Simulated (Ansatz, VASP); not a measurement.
InAs: VASP beside Ansatz

```
CELL_PARAMETERS angstrom
0.00000 3.02400 3.02400
3.02400 0.00000 3.02400
3.02400 3.02400 0.00000
ATOMIC_POSITIONS crystal
In 0.00000 0.00000 0.00000
As 0.75000 0.75000 0.75000
```

Alike in both runs: task single point; functional PBEsol; k mesh 6 × 6 × 6; occupations gaussian, width 0.05 eV; no spin polarisation.

|  | VASP | Ansatz |
| --- | --- | --- |
| version | VASP 6.6.1 | Ansatz 0.2.0 |
| potentials or method | VASP PAW PBE potentials, release 64 (In_d, As) | scalar-relativistic, plane waves, PAW |
| plane-wave cutoff (eV) | 520 | 420 |
| valence electrons in the cell | 18 | 28 |

Ansatz gave:

```
gap on the k mesh at the Fermi level (eV) : none
pressure (GPa)                            : 1.2
```

Task: What did VASP give for the same quantities?

Result: gap on the k mesh at the Fermi level (eV): none; pressure (GPa): 1.3.

A gap of «none» marks a metal or a gap that the smearing closes. The two sets of potentials don't hold the same shells in valence.

Caveats: the PAW data sets were made with another functional, which shifts forces and pressure a little (VASP).
